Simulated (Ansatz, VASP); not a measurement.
# Two plane-wave programs on HfB2

Contents of INCAR:

```
PREC = Accurate
ENCUT = 600
EDIFF = 1E-6
ISMEAR = -1
SIGMA = 0.05
LREAL = F
LASPH = T
NELM = 80
ALGO = Normal
ISIF = 3
LWAVE = F
LCHARG = F
GGA = B5
ALDAX = 1.0
AGGAX = 1.0
AGGAC = 1.0
ALDAC = 0.0
IBRION = 2
NSW = 60
EDIFFG = -0.01
```

The input KPOINTS:

```
Automatic mesh
0
Gamma
  10 10 8
```

POSCAR

```
HfB2
1.0
    3.1400000000      0.0000000000      0.0000000000
   -1.5700000000      2.7193197679      0.0000000000
    0.0000000000      0.0000000000      3.4800000000
Hf B
1 2
Direct
    0.0000000000      0.0000000000      0.0000000000
    0.6666666667      0.3333333333      0.5000000000
    0.3333333333      0.6666666667      0.5000000000
```

Contents of input.yaml:

```yaml
crystal:
  lattice:
    - [3.14, 0.0, 0.0]
    - [-1.57, 2.7193197679, 0.0]
    - [0.0, 0.0, 3.48]
  atoms:
    - { symbol: Hf, position: [0.0, 0.0, 0.0] }
    - { symbol: B, position: [0.6666666667, 0.3333333333, 0.5] }
    - { symbol: B, position: [0.3333333333, 0.6666666667, 0.5] }
hamiltonian:
  xc: blyp
  pseudopotentials: { kind: paw }
kpoints:
  mp_grid: { grid: [10, 10, 8] }
scf:
  occupations: { method: fermi_dirac, width: 0.05 }
output:
  forces: true
  stress: true
  write_density: true
  write_potential: true
  elf: true
  volumetric_format: npy
relax:
  f_tol: 0.01
  max_steps: 40
  cell: { stress_tol: 0.05 }
```

Alike in both runs: task relaxation of cell and atoms; functional BLYP; k mesh 10 × 10 × 8; occupations fermi-dirac, width 0.05 eV; no spin polarisation.

```csv
,VASP,Ansatz
version,VASP 6.6.1,Ansatz 0.2.0
potentials or method,"VASP PAW PBE potentials, release 64 (Hf_pv, B)",Ansatz PAW
plane-wave cutoff (eV),600,420
valence electrons in the cell,16,32
```

```csv
,VASP,Ansatz,Ansatz less VASP
"gap on the k mesh at the Fermi level, each at its own relaxed structure (eV)",none,none,-
relaxed volume (Å³/atom),10.24,10.24,-0.004
relaxed cell length with the largest relative difference (Å),3.560,3.559,-0.0018
energy change over the relaxation (meV/atom),-10,-10,+0.5
```

A gap of «none» marks a metal or a gap that the smearing closes. The two sets of potentials don't hold the same shells in valence.

Caveats: the PAW data sets were made with another functional, which shifts forces and pressure a little (VASP); the plane-wave basis is chosen anew once the cell has moved, so the energies of steps on either side of that aren't comparable (Ansatz); the PAW data sets come from PBE, with cores solved anew for the run's functional, which leaves a small shift of forces and pressure (Ansatz). The runs have no spin-orbit coupling, so splittings on Hf are missing. Zero-point motion and thermal expansion aren't in these numbers.
